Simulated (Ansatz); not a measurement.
# PbO2: the cost of one run

Computed with Ansatz 0.2.0 (DFT PBE, scalar-relativistic, plane waves, PAW, unless a step's input says otherwise).

4 further runs of the same task are left out: 2 that didn't finish, 2 set aside as unsound or not needed.

## Step 1: The starting structure

The structure is tetragonal, space group P4_2/nmc (No. 137). Conventional cell: a = 3.604 Å, b = 3.604 Å, c = 5.264 Å, α = 90.00°, β = 90.00°, γ = 90.00°. Hf (site symmetry -4m2) is surrounded by 4 O at 2.07 Å. O (site symmetry 2mm) is surrounded by 2 Hf at 2.07 Å.

As a file:

```xyz
6
Lattice="3.6043 0.0000 0.0000 0.0000 3.6043 0.0000 0.0000 0.0000 5.2640" Properties=species:S:1:pos:R:3 pbc="T T T"
Hf    1.8022    1.8022    2.6320
Hf    0.0000    0.0000    0.0000
O     0.0000    1.8022    3.6493
O     1.8022    0.0000    4.2467
O     1.8022    0.0000    1.6147
O     0.0000    1.8022    1.0173
```

It goes back to an entry of the Materials Project, which need not be the stable form.

This cell was relaxed beforehand with the same method: volume 11.40 Å³/atom, gap on the mesh 4.67 eV.

## Step 2: Swap Hf → Pb

PbO2 starts from the relaxed positions of HfO2, with all lengths scaled by 0.939, a guess from tabulated radii.

## Step 3: A first look at the start (PbO2)

Input file input.yaml:

```yaml
crystal:
  lattice:
    - [3.3836901316, 0.0, 0.0]
    - [0.0, 3.3836901316, 0.0]
    - [0.0, 0.0, 4.941766763]
  atoms:
    - { symbol: Pb, position: [0.5, 0.5, 0.5] }
    - { symbol: Pb, position: [0.0, 0.0, 0.0] }
    - { symbol: O, position: [0.0, 0.5, 0.6932521125] }
    - { symbol: O, position: [0.5, 0.0, 0.8067478875] }
    - { symbol: O, position: [0.5, 0.0, 0.3067478875] }
    - { symbol: O, position: [0.0, 0.5, 0.1932521125] }
basis:
  ecutwfc: 420
kpoints:
  mp_grid: { grid: [6, 6, 4] }
hamiltonian:
  xc: pbe
scf:
  occupations: { method: gaussian, width: 0.1 }
output:
  forces: true
  stress: true
  eigenvalues: true
```

Launch:

```sh
$ ansatz run input.yaml --threads 1 --pin off --max-ram 2560MiB --backend cpu --events-out ev --progress --plain --runs-dir out
```

**Question.** How long does this run take on 1 thread of Intel Xeon Platinum 8259CL at 2.50GHz (Skylake/Cascade Lake), shared host, and how much memory does it need?

About 3.4 s, with a peak of 0.39 GiB.
